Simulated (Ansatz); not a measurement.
SiC (Moissanite 6H) under changes of volume

One of the cells (10.487 Å³/atom); the others are scaled copies at fixed shape and fractional positions:

```xyz
12
Lattice="3.0950 0.0000 0.0000 -1.5475 2.6803 0.0000 0.0000 0.0000 15.1700" Properties=species:S:1:pos:R:3 pbc="T T T"
Si    1.5475    0.8934    6.9524
Si    0.0000    1.7869   14.5374
Si    1.5475    0.8934   12.0101
Si    0.0000    1.7869    4.4251
Si    0.0000    0.0000    9.4812
Si    0.0000    0.0000    1.8962
C     1.5475    0.8934    5.0562
C     0.0000    1.7869   12.6412
C     1.5475    0.8934   10.1138
C     0.0000    1.7869    2.5288
C     0.0000    0.0000    7.5850
C     0.0000    0.0000    0.0000
```

```yaml
Program: Ansatz 0.2.0
Functional: PBEsol
Potentials_or_basis: Ansatz PAW
Cutoff: "420 eV (not typed: the program's choice for these potentials)"
k_mesh: 10 × 10 × 2
Occupations: fermi-dirac, width 0.05 eV
Spin: no spin polarisation
```

| volume (Å³/atom) | energy over the lowest point (meV/atom) | pressure (GPa) | gap on the mesh (eV) | largest force (eV/Å) |
| --- | --- | --- | --- | --- |
| 9.858 | ? | ? | ? | ? |
| 10.068 | 4.77 | 6.1 | 1.91 | 0.150 |
| 10.277 | 0.00 | 1.3 | 1.91 | 0.147 |
| 10.487 | 1.27 | -3.2 | 1.92 | 0.143 |
| 10.697 | 8.06 | -7.1 | 1.92 | 0.140 |
| 10.907 | 19.82 | -10.8 | 1.92 | 0.137 |
| 11.116 | 36.08 | -14.0 | 1.93 | 0.134 |

Q: What does the run at 9.858 Å³/atom give?

A: Energy over the lowest point 16.23 meV/atom; pressure 11.5 GPa; gap on the mesh 1.90 eV; largest force 0.154 eV/Å.

Worked out: A Birch-Murnaghan fit of order 3 (a polynomial in V^(-2/3)) to the other rows has its minimum at 10.34 Å³/atom with B0 = V·E''(V) = 222 GPa and B' = 3.7 at fixed shape and positions, which overstates the stiffness. It gives 16.22 meV/atom at 9.858 Å³/atom, against the run's 16.23, and -dE/dV = 11.5 GPa, against 11.5. A straight line through the other rows of the gap, of slope 0.187 eV per unit of ln V, extrapolates to 1.90 eV, against the run's 1.90.

Energies are extrapolated to zero smearing.

Caveats: the PAW data sets come from PBE, with cores solved anew for the run's functional, which leaves a small shift of forces and pressure.

A mesh can miss the band edges.
